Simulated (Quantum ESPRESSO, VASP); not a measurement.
This is a calculation of ZrS2 for Quantum ESPRESSO 7.5. Atoms were shifted at random by some hundredths of an Å from the given cell, which wasn't relaxed again for these runs. The cell is a database's computed one, not the measured one.

pw.in

```
&CONTROL
  calculation = 'scf'
  prefix = 'pwscf'
  outdir = './tmp'
  pseudo_dir = './pseudo'
  tprnfor = .true.
  tstress = .true.
  disk_io = 'nowf'
/
&SYSTEM
  ibrav = 0
  nat = 3
  ntyp = 2
  ecutwfc = 55
  ecutrho = 440
  nbnd = 19
  occupations = 'smearing'
  smearing = 'fd'
  degauss = 0.00367493
/
&ELECTRONS
  conv_thr = 6d-10
  electron_maxstep = 120
  mixing_beta = 0.5
/
ATOMIC_SPECIES
Zr    91.2240 Zr_pbe_v1.uspp.F.UPF
S     32.0600 s_pbe_v1.4.uspp.F.UPF
CELL_PARAMETERS angstrom
   3.6913825498    0.0000000000    0.0000000000
  -1.8456912749    3.1968310632    0.0000000000
   0.0000000000    0.0000000000    6.0410770100
ATOMIC_POSITIONS crystal
Zr     0.0023340000    0.0014690000    0.0006530000
S      0.3271430000    0.6681840000    0.2436080000
S      0.6722730000    0.3466260000    0.7550410000
K_POINTS automatic
8 8 5 0 0 0
```

Potentials or basis: SSSP 1.3 efficiency PBE.

Launch:

```bash
$ OMP_NUM_THREADS=1 pw.x -in pw.in > pw.out
```

**Question.** What does the same run look like in VASP 6.6.1? Potentials or basis there: PBE PAW files S, Zr_sv, 520 eV.

**Answer.** As run (cutoffs and basis follow the program's own potentials, and thresholds, step limits or extra output files can differ):

File INCAR:

```
PREC = Accurate
ENCUT = 520
EDIFF = 1E-7
ISMEAR = -1
SIGMA = 0.05
LREAL = F
LASPH = T
NELM = 60
ALGO = Normal
ISIF = 2
LWAVE = F
LCHARG = F
GGA = PE
NBANDS = 19
```

The input KPOINTS:

```
regular mesh
0
Gamma
  8 8 5
```

File POSCAR:

```
ZrS2
1.0
    3.6913825498      0.0000000000      0.0000000000
   -1.8456912749      3.1968310632      0.0000000000
    0.0000000000      0.0000000000      6.0410770100
Zr S
1 2
Direct
    0.0023340000      0.0014690000      0.0006530000
    0.3271430000      0.6681840000      0.2436080000
    0.6722730000      0.3466260000      0.7550410000
```

Potentials or basis: VASP PAW PBE potentials, release 64 (Zr_sv, S).

Run with:

```sh
$ cat potpaw_PBE.64/Zr_sv/POTCAR potpaw_PBE.64/S/POTCAR > POTCAR
$ mpirun -np 1 vasp_std > vasp.out
```

Both were run:

|  | Quantum ESPRESSO | VASP |
| --- | --- | --- |
| Pressure | -1.5 GPa | -1.4 GPa |
| Largest force | 0.451 eV/Å | 0.439 eV/Å |

Pressure is positive in compression.
